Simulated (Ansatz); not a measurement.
**SrTiO₃: a normal mode against strain**

How does the energy of SrTiO3 (Pm-3m, No. 221; 5 atoms in the cell) change over two coordinates at once? A grid of runs gives the map.

Computed with Ansatz 0.2.0 (DFT PBE, scalar-relativistic, plane waves, PAW, unless a step's input says otherwise).

12 further runs of the same task are left out: 1 for a known fault of the program, 11 set aside as unsound or not needed. Runs told in other sessions of the task aren't counted.

## 1. The starting structure

Symmetry: Pm-3m, No. 221, cubic system. Conventional cell: a = 3.936 Å, b = 3.936 Å, c = 3.936 Å, α = 90.00°, β = 90.00°, γ = 90.00°. Around Sr (site symmetry m-3m) lie 12 O at 2.78 Å. Ti (site symmetry m-3m) is surrounded by 6 O at 1.97 Å. O (site symmetry 4/mmm) is surrounded by 2 Ti at 1.97 Å and 4 Sr at 2.78 Å.

Coordinates:

```cif
data_structure
_symmetry_space_group_name_H-M 'Pm-3m'
_symmetry_Int_Tables_number 221
_cell_length_a 3.9364
_cell_length_b 3.9364
_cell_length_c 3.9364
_cell_angle_alpha 90.000
_cell_angle_beta 90.000
_cell_angle_gamma 90.000
_cell_volume 61.00
loop_
_atom_site_label
_atom_site_type_symbol
_atom_site_symmetry_multiplicity
_atom_site_Wyckoff_symbol
_atom_site_fract_x
_atom_site_fract_y
_atom_site_fract_z
_atom_site_occupancy
Sr1 Sr 1 a 0.00000 0.00000 0.00000 1
Ti1 Ti 1 b 0.50000 0.50000 0.50000 1
O1 O 3 c 0.00000 0.50000 0.50000 1
```

This cell was relaxed beforehand with the same method: volume 12.20 Å³/atom, gap on the mesh 1.85 eV.

## 2. The grid

The energy is mapped over a normal mode and a strain (zone-centre modes of the cell shown) (x along [1 0 0], y along [0 1 0], z along [0 0 1] of the conventional cell).

- amplitude of mode 1 (141i cm⁻¹), largest displacement in the unstrained cell: 11 values from −0.096 to 0.096 Å
- strain +e along z and -e/2 along x and y: 7 values from −7.00 to 7.00 %

Nothing else is relaxed (the pattern is fixed in fractional coordinates). Energies count from the relaxed high-symmetry cell. Points are written as (first, second).

The modes come from a phonon run on the reference cell, made beforehand.

The patterns, per unit of each coordinate (Å):

```
atom      x1     y1     z1
 Sr1  -0.140  0.000  0.000
 Ti2  -0.662  0.000  0.000
  O3   1.000  0.000  0.000
  O4   0.873  0.000  0.000
  O5   0.873  0.000  0.000
```

## 3. The run at (−0.058 Å, −2.33 %)

File input.yaml:

```yaml
crystal:
  lattice:
    - [3.9822686081, 0.0, 0.0]
    - [0.0, 3.9822686081, 0.0]
    - [0.0, 0.0, 3.8446910982]
  atoms:
    - { symbol: Sr, position: [0.0020505763, 0.0, 0.0] }
    - { symbol: Ti, position: [0.5096807686, 0.5, 0.5] }
    - { symbol: O, position: [-0.0146326242, 0.5, 0.5] }
    - { symbol: O, position: [0.4872194045, 0.0, 0.5] }
    - { symbol: O, position: [0.4872194045, 0.5, 0.0] }
basis:
  ecutwfc: 520.0
kpoints:
  mp_grid: { grid: [8, 8, 8] }
hamiltonian:
  xc: pbe
  pseudopotentials: { kind: paw, azcp: { folder: soft_1 } }
scf:
  occupations: { method: gaussian, width: 0.05 }
output:
  forces: true
  stress: true
  eigenvalues: true
```

The run is started by

```sh
ansatz run input.yaml --threads 2 --pin off --max-ram 4096MiB --backend cpu --events-out ev --progress --plain --runs-dir out
```

Further runs follow: the other points that were computed.

What does the calculation give? Wanted: lowest point; highest computed point; pressure.

The runs gave:

| quantity | value |
| --- | --- |
| lowest point | (−0.058 Å, 0.00 %), −3.5 meV |
| highest computed point | (0.000 Å, −7.00 %), 367 meV above the lowest |
| pressure (GPa) | 0.02 at (0.000 Å, 0.00 %) to 5.54 at (−0.096 Å, 7.00 %); 0.61 at the lowest point |
| time for all points | 15 min on 2 threads, shared host |

The lowest computed point is at (−0.058 Å, 0.00 %), −3.5 meV from the relaxed high-symmetry cell; the map holds 2 wells of about this depth. The grid shows no well of another kind. The highest computed point, (0.000 Å, −7.00 %), lies 367 meV above the lowest. On the interpolated surface the easiest way out of the lowest well to a well of the same energy at (0.058 Å, 0.00 %) passes a barrier of about 3.9 meV. Round the minimum the valley is somewhat tilted: raising the first coordinate shifts the best value of the second coordinate upwards (coupling k₁₂/√(k₁₁k₂₂) about −0.3). Freezing in the unstable mode gains 59 meV at the lowest strain of the grid and 0 meV at the highest. A rigid map gives upper bounds: relaxing the other coordinates can only lower a point. The reference is no minimum along the unstable mode, and wells on the map were not tested along the other modes.
